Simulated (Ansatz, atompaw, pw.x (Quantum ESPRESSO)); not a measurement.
## pw.x on sc Ir: one setting changed

Potential: PAW, atompaw 4.2.0.5, PBE; core [Xe] 4f14, reference 5d8 6s1 6p0; waves: 6s (bound): rc 2.85 bohr; 6s channel at 0.45 Ry: rc 2.85 bohr; 6p (bound, empty): rc 2.85 bohr; 6p channel at 0.75 Ry: rc 2.70 bohr; 5d (bound): rc 2.40 bohr; 5d channel at 1.1 Ry: rc 2.06 bohr; local part: troulliermartins scheme with l = 3 at 1 Ry, radius 2.65 bohr; core correction: smooth core density matched at 2.45 bohr; augmentation: besselshape compensation charge, radius 2.55 bohr; PAW radius 2.85 bohr; waves and projectors: custom rrkj vanderbiltortho.

The reference run (k-mesh 13³, cutoffs 40/400 Ry, Fermi–Dirac 0.01 Ry, mixing_beta 0.4, conv_thr 1e-9, no spin) gives 0.32 GPa at 16.953 Å³/atom, where all-electron LAPW gives 1.24 GPa. This run, with its own iteration cap, changes nspin = 2 with starting_magnetization to -0.3.

```
&control
  calculation='scf', prefix='x', pseudo_dir='./', outdir='./tmp', tstress=.true., disk_io='none'
/
&system
  ibrav=0, nat=1, ntyp=1, ecutwfc=40, ecutrho=400, nbnd=12,
  occupations='smearing', smearing='fd', degauss=0.01, nspin=2, starting_magnetization(1)=-0.3
/
&electrons
  conv_thr=1e-09, mixing_beta=0.4, electron_maxstep=60
/
ATOMIC_SPECIES
Ir 1.0 Ir.UPF
CELL_PARAMETERS angstrom
  2.56890979 0.00000000 0.00000000
  0.00000000 2.56890979 0.00000000
  0.00000000 0.00000000 2.56890979
ATOMIC_POSITIONS crystal
Ir 0.0000 0.0000 0.0000
K_POINTS automatic
13 13 13 0 0 0
```

```bash
pw.x < Ir.scf.in > Ir.scf.out
```

**Question.** How does the run end?

**Answer.** It converges in 10 iterations; the free energy moves by +0.4 meV/atom and the pressure by +0.01 GPa. The result is that of the reference run.

```
Message from routine setup:
     using ibrav=0 with symmetry is DISCOURAGED, use correct ibrav instead
     lattice parameter (alat)  =       4.8545  a.u.
     unit-cell volume          =     114.4045 (a.u.)^3
     number of electrons       =         9.00
     number of Kohn-Sham states=           12
     kinetic-energy cutoff     =      40.0000  Ry
     charge density cutoff     =     400.0000  Ry
     scf convergence threshold =      1.0E-09
     Exchange-correlation= SLA PW PBX PBC
     atomic species   magnetization
     number of k points=    84  Fermi-Dirac smearing, width (Ry)=  0.0100
     iteration #  1     ecut=    40.00 Ry     beta= 0.40
     total energy              =    -721.43956452 Ry
     estimated scf accuracy    <       0.10768204 Ry
     total magnetization       =    -1.11 Bohr mag/cell
     absolute magnetization    =     1.11 Bohr mag/cell
     iteration #  2     ecut=    40.00 Ry     beta= 0.40
     total energy              =    -721.46091255 Ry
     estimated scf accuracy    <       0.01318108 Ry
     total magnetization       =    -0.90 Bohr mag/cell
     absolute magnetization    =     0.90 Bohr mag/cell
     iteration #  3     ecut=    40.00 Ry     beta= 0.40
     total energy              =    -721.46844346 Ry
     estimated scf accuracy    <       0.00282339 Ry
     total magnetization       =    -0.66 Bohr mag/cell
     absolute magnetization    =     0.66 Bohr mag/cell
     [... 4 iterations left out ...]
     iteration #  8     ecut=    40.00 Ry     beta= 0.40
     total energy              =    -721.47452083 Ry
     estimated scf accuracy    <       0.00000006 Ry
     total magnetization       =     0.00 Bohr mag/cell
     absolute magnetization    =     0.00 Bohr mag/cell
     iteration #  9     ecut=    40.00 Ry     beta= 0.40
     total energy              =    -721.47452091 Ry
     estimated scf accuracy    <       0.00000002 Ry
     total magnetization       =     0.00 Bohr mag/cell
     absolute magnetization    =     0.00 Bohr mag/cell
     iteration # 10     ecut=    40.00 Ry     beta= 0.40
     the Fermi energy is    15.3898 ev
!    total energy              =    -721.47452092 Ry
     estimated scf accuracy    <          6.5E-11 Ry
     smearing contrib. (-TS)   =      -0.00713432 Ry
     total magnetization       =    -0.00 Bohr mag/cell
     absolute magnetization    =     0.00 Bohr mag/cell
     convergence has been achieved in  10 iterations
          total   stress  (Ry/bohr**3)                   (kbar)     P=        3.26
     Message from routine punch:
     Nothing written, as per user request (disk_io='none')
```

The run took about 12 s on one core of a shared host (Intel(R) Xeon(R) 6975P-C, 192 threads, 744 GiB, load 118).
